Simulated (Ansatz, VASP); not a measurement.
Given: the input of a run of Ansatz 0.2.0 on CdSe.

File input.yaml:

```yaml
crystal:
  lattice:
    - [0.0, 3.090604713, 3.090604713]
    - [3.090604713, 0.0, 3.090604713]
    - [3.090604713, 3.090604713, 0.0]
  atoms:
    - { symbol: Cd, position: [0.0, 0.0, 0.0] }
    - { symbol: Se, position: [0.25, 0.25, 0.25] }
hamiltonian:
  xc: pbesol
  pseudopotentials: { kind: paw }
kpoints:
  mp_grid: { grid: [8, 8, 8] }
scf:
  occupations: { method: fermi_dirac, width: 0.05 }
output:
  forces: true
  stress: true
  eigenvalues: true
```

Potentials or basis: Ansatz PAW.

Run with:

```bash
$ ansatz run input.yaml --threads 1 --pin off --max-ram 3584MiB --backend cpu --events-out ev --progress --plain --runs-dir out
```

Problem. Translate it to VASP 6.6.1. Potentials there: VASP PAW PBE potentials, release 64 (Cd, Se).

Solution. As run (the cutoff follows the program's own potentials):

The input INCAR:

```
PREC = Accurate
ENCUT = 520
EDIFF = 1E-7
ISMEAR = -1
SIGMA = 0.05
LREAL = F
LASPH = T
NELM = 100
ALGO = Normal
ISIF = 2
LWAVE = F
LCHARG = F
GGA = PS
NBANDS = 16
```

KPOINTS

```
Automatic mesh
0
Gamma
  8 8 8
```

The input POSCAR:

```
CdSe
1.0
    0.0000000000      3.0906047130      3.0906047130
    3.0906047130      0.0000000000      3.0906047130
    3.0906047130      3.0906047130      0.0000000000
Cd Se
1 1
Direct
    0.0000000000      0.0000000000      0.0000000000
    0.2500000000      0.2500000000      0.2500000000
```

Potentials or basis: VASP PAW PBE potentials, release 64 (Cd, Se).

Run with:

```sh
$ cat potpaw_PBE.64/Cd/POTCAR potpaw_PBE.64/Se/POTCAR > POTCAR
$ mpirun -np 1 vasp_std > vasp.out
```

Both were run:

|  | VASP | Ansatz | Ansatz less VASP |
| --- | --- | --- | --- |
| gap on the k mesh at the Fermi level (eV) | 0.39 | 0.39 | -0.001 |
| least direct gap on the mesh (eV) | 0.39 | 0.39 | -0.001 |
| pressure (GPa) | -2.0 | -2.3 | -0.27 |

The two sets of potentials don't hold the same shells in valence.

Caveats: the PAW data sets were made with another functional, which shifts forces and pressure a little (VASP); the PAW data sets come from PBE, with cores solved anew for the run's functional, which leaves a small shift of forces and pressure (Ansatz).
